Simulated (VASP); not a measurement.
# Al₂Au: molecular dynamics with a monitored distance, by stops when the distance exceeds

Al₂Au, Fm-3m (no. 225), 12 atoms in the cell. PBE, molecular dynamics; PAW potentials Au, Al (PBE set).

| Stops when the distance exceeds (Å) | Largest distance met (Å) | Steps run | Mean temperature (K) | Time (s) |
|---|---|---|---|---|
| 2.754 | 2.602 | 80 | 755 | 124 |
| 4.157 | 2.602 | 80 | 755 | 136 |

Limits: 160 fs of 12 atoms are too short for converged averages; the distance is that to the nearest periodic copy, which so small a cell caps.

## Input of the first row

INCAR:
```
SYSTEM = Al2Au
GGA      = PE             ! functional
PREC     = Normal         ! precision mode
ENCUT    = 240            ! plane-wave cutoff, eV
EDIFF    = 1E-5           ! SCF threshold, eV
NELMIN   = 4            
NELM     = 60             ! most SCF steps
ALGO     = Fast           ! electronic algorithm
LREAL    = Auto         
LASPH    = .TRUE.         ! aspherical terms in the spheres
ISMEAR   = -1             ! smearing method
SIGMA    = 0.05           ! smearing width, eV
ISYM     = 0            
LWAVE    = .FALSE.        ! write WAVECAR
LCHARG   = .FALSE.        ! write CHGCAR
IBRION   = 0              ! ionic algorithm
NSW      = 80             ! ionic steps
POTIM    = 2.0            ! step
TEBEG    = 1000         
TEEND    = 1000         
ISIF     = 2              ! what is computed and relaxed
MDALGO   = 1            
ANDERSEN_PROB= 0.05         
RANDOM_SEED= 375351 0 0   
VALUE_MAX= 2.754        
VALUE_MIN= 1.299        
KPAR     = 2             
```

KPOINTS:
```
k-points
0
Monkhorst-Pack
  2 2 2
```

ICONST:
```
R 1 7 7
```

POSCAR:
```
Al2Au
1.0
    6.0000000000      0.0000000000      0.0000000000
    0.0000000000      6.0000000000      0.0000000000
    0.0000000000      0.0000000000      6.0000000000
Au Al
4 8
Direct
    0.0000000000      0.0000000000      0.0000000000
    0.0000000000      0.5000000000      0.5000000000
    0.5000000000      0.0000000000      0.5000000000
    0.5000000000      0.5000000000      0.0000000000
    0.2500000000      0.2500000000      0.7500000000
    0.2500000000      0.7500000000      0.7500000000
    0.2500000000      0.7500000000      0.2500000000
    0.2500000000      0.2500000000      0.2500000000
    0.7500000000      0.2500000000      0.2500000000
    0.7500000000      0.7500000000      0.2500000000
    0.7500000000      0.7500000000      0.7500000000
    0.7500000000      0.2500000000      0.7500000000
```

Commands:
```
cat potpaw_PBE.64/Au/POTCAR potpaw_PBE.64/Al/POTCAR > POTCAR
mpirun -np 2 vasp_std > vasp.out
```

Changes of the last row against the first:
```
- VALUE_MAX = 2.754
+ VALUE_MAX = 4.157
```

VASP 6.6.1 took 124 s on 2 cores (Intel Xeon 6975P-C (Granite Rapids)), a shared host.
